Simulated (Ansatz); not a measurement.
Here is an unrelaxed guess for ZrSi₃O₈.

```
CELL_PARAMETERS angstrom
4.11585 0.00000 0.00000
0.00000 4.49953 0.00000
0.00000 0.00000 7.28994
ATOMIC_POSITIONS crystal
Zr 0.00000 0.00000 0.00000
Si 0.00000 0.50000 0.00000
Si 0.50000 0.00000 0.50000
Si 0.50000 0.50000 0.50000
O 0.20900 0.75000 0.89000
O 0.70900 0.25000 0.39000
O 0.79100 0.25000 0.89000
O 0.29100 0.75000 0.39000
O 0.70900 0.75000 0.61000
O 0.20900 0.25000 0.11000
O 0.29100 0.25000 0.61000
O 0.79100 0.75000 0.11000
```

These are results of DFT PBE, scalar-relativistic, plane waves, PAW in Ansatz 0.2.0, not measurements. Cutoff 420 eV; k points 4×4×4 on the computed 12-atom cell (Γ-centred); Gaussian smearing, width 0.10 eV; no spin polarisation.

The zero of energy is the elements' standard structures at the same level (O₂ as a molecule); no fitted shifts are applied.

**Question.** Estimate its pressure, forces and energy as it stands.

**Answer.** The pressure is 71.3 GPa (the mean over three directions, positive in compression), the largest force is 19.02 eV/Å, and the energy is −1.31 eV/atom against the elements. The shortest distance is 1.63 Å, so close that the PAW spheres overlap strongly and these values are rough.

**Question.** How much does it gain on relaxing, and where does it end?

**Answer.** Relaxing gains about 1.1 eV/atom in 31 ionic steps and ends at −2.415 eV/atom on the finer mesh. The symmetry stays P222 (No. 16). The volume per atom grows by 27.7 %, from 11.3 to 14.4 Å³. The shortest distance goes from 1.63 Å (Si–O and Zr–O) to 1.65 Å (Si–O). Conventional cell: a = 5.051 Å, b = 5.822 Å, c = 5.863 Å. Zr is surrounded by 4 O at 1.97 Å and 2 Si at 2.53 Å; Si on its first site is surrounded by 4 O at 1.65 Å and 2 Zr at 2.53 Å; O on its first site is surrounded by 1 Si at 1.65 Å and 1 Zr at 1.97 Å; 3 more sites not described.

The last run used a 6×4×4 mesh (in the run's order of axes) for its 12-atom cell and Gaussian smearing of 0.02 eV. No dispersion correction is applied, so the spacing and binding between layers, chains or molecules are poorly described. The relaxation can't lower the symmetry of the start. A structure relaxed within its symmetry needn't be a true minimum. Another cell of ZrSi3O8 relaxed alike, in Cmmm, lies 203 meV/atom lower, so this cell isn't the stable form at this level.
